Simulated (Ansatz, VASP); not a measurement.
**One calculation of BN, two programs**

```
B N
1.0
     2.54395    0.00000    0.00000
    -1.27198    2.20313    0.00000
     0.00000    0.00000    4.20782
B N
2 2
Direct
  0.33333 0.66667 0.00020
  0.66667 0.33333 0.50020
  0.33333 0.66667 0.37480
  0.66667 0.33333 0.87480
```

Alike in both runs: task single point; functional PBE; k mesh 9 × 9 × 4; occupations fermi-dirac, width 0.05 eV; no spin polarisation.

```csv
,VASP,Ansatz
version,VASP 6.6.1,Ansatz 0.2.0
potentials or method,"VASP PAW PBE potentials, release 64 (B, N)",plane waves
plane-wave cutoff (eV),520,420
valence electrons in the cell,16,16
```

```csv
,VASP,Ansatz,Ansatz less VASP
gap on the k mesh at the Fermi level (eV),5.19,5.21,+0.018
pressure (GPa),4.9,4.7,-0.28
largest component of the traceless stress (GPa),0.11,0.07,-0.043
rms of the force components (eV/Å),0.005,0.004,-0.0012
```

Atom by atom the forces differ by 0.001 eV/Å (rms over components).

Caveats: an odd mesh through Γ misses points on the zone boundary, where band edges often lie.
